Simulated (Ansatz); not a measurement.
Write the native input for Ansatz 0.2.0 that does the following.

```yaml
Task: single point
Functional: PBEsol
Potentials_or_basis: all-electron LAPW, scalar-relativistic
Cutoff: 316 eV (chosen from the basis error)
Basis_error_allowed: 0.001 eV/atom
k_mesh: 11 × 11 × 11
Occupations: fermi-dirac, width 0.05 eV
Spin: no spin polarisation
```

The system is MgO.

```xyz
2
Lattice="0.0000 2.0970 2.0970 2.0970 0.0000 2.0970 2.0970 2.0970 0.0000" Properties=species:S:1:pos:R:3 pbc="T T T"
Mg    0.0000    0.0000    0.0000
O     2.0970    2.0970    2.0970
```

The cell is a database's computed one.

The input as run:

input.yaml

```yaml
crystal:
  lattice:
    - [0.0, 2.0970013927, 2.0970013927]
    - [2.0970013927, 0.0, 2.0970013927]
    - [2.0970013927, 2.0970013927, 0.0]
  atoms:
    - { symbol: Mg, position: [0.0, 0.0, 0.0] }
    - { symbol: O, position: [0.5, 0.5, 0.5] }
kpoints:
  mp_grid: { grid: [11, 11, 11] }
scf:
  occupations: { method: fermi_dirac, width: 0.05 }
hamiltonian:
  xc: pbesol
  pseudopotentials: { kind: all_electron, lapw: { basis_error: 0.001 } }
output:
  forces: true
  stress: true
  eigenvalues: true
  populations: true
```

Potentials or basis: all-electron LAPW, scalar-relativistic.

Run with:

```bash
$ ansatz run input.yaml --threads 1 --pin off --max-ram 3072MiB --backend cpu --events-out ev --progress --plain --runs-dir out
```

It gave:

```json
{
  "Pressure": "2.4 GPa",
  "Band gap on the k mesh": "4.76 eV, direct",
  "Loewdin charges": "Mg +1.52; O -1.36 e"
}
```

Caveat: the atomic charges don't sum to the cell's charge.

Run time: 5.6 s on 1 thread of Arm Neoverse V2, on a shared host, peak memory 0.26 GiB.
